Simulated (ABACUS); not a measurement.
BAs in ABACUS: the effect of basis

Crystal: BAs.

```
CELL_PARAMETERS angstrom
0.00000 2.40432 2.40432
2.40432 0.00000 2.40432
2.40432 2.40432 0.00000
ATOMIC_POSITIONS crystal
As 0.75000 0.75000 0.75000
B 0.00000 0.00000 0.00000
```

The cell isn't the ideal one: volume scaled by 1.02.

Alike in all runs:

* Program: ABACUS 3.10.1
* Task: equation of state
* Functional: PBE
* Potentials or basis: PseudoDojo NC SR 0.4.1 PBE standard
* k mesh: 7 × 7 × 7
* Occupations: fermi-dirac, width 0.05 eV
* Spin: no spin polarisation

```tsv
basis	cutoff	gap on the mesh (eV)	pressure (GPa)
DZP	1361 eV	?	?
TZDP	1361 eV	1.24	0.5
pw	1143 eV	1.24	0.0
```

What does the run with basis DZP give?

gap on the mesh 1.28 eV; pressure 2.7 GPa.

Caveats: an odd mesh through Γ misses points on the zone boundary, where band edges often lie; the atomic orbitals were generated for these runs and aren't a published set (some runs); the basis of atomic orbitals isn't converged, which shifts pressures, moduli and gaps (some runs).
